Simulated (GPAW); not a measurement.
PtS2 in GPAW: the effect of functional

PtS2:

```
Pt S
1.0
     3.54320    0.00000    0.00000
    -1.77160    3.06850    0.00000
     0.00000    0.00000    5.03880
Pt S
1 2
Direct
  0.00000 0.00000 0.00000
  0.66667 0.33333 0.77300
  0.33333 0.66667 0.22700
```

Alike in all runs:

```yaml
Program: GPAW 26.7.0
Task: single point
Cutoff: 600 eV
Basis: pw
k_mesh: 9 × 9 × 5
Occupations: fermi-dirac, width 0.05 eV
Spin: no spin polarisation
```

```csv
functional,potentials or basis,gap on the mesh (eV),largest force (eV/Å)
LDA,the program's PAW data sets (release 1.2.1) made for this functional,0.89,0.76
vdW-DF2,GPAW PAW data sets (gpaw-data 1.2.1),?,?
AM05,PAW data sets generated in the run's folder for this functional,0.96,0.82
SCAN,GPAW PAW data sets (gpaw-data 1.2.1),1.25,1.01
r2SCAN,GPAW PAW data sets (gpaw-data 1.2.1),1.16,1.22
revPBE,the program's PAW data sets (release 1.2.1) made for this functional,1.03,1.36
BLYP,PAW data sets generated in the run's folder for this functional,1.01,1.78
```

Task: What does the run with functional vdW-DF2 give?

Result: gap on the mesh 1.02 eV; largest force 2.57 eV/Å.

Caveats: spin-orbit coupling is left out, which moves the levels of the heavy elements; an odd mesh through Γ misses points on the zone boundary, where band edges often lie; the PAW data sets were made with another functional, which shifts forces and pressure a little (some runs); forces of over 1 eV/Å show positions far from the minimum, so gaps and moduli don't describe the material at rest (some runs).

Runs at the PBE level aren't shown here.
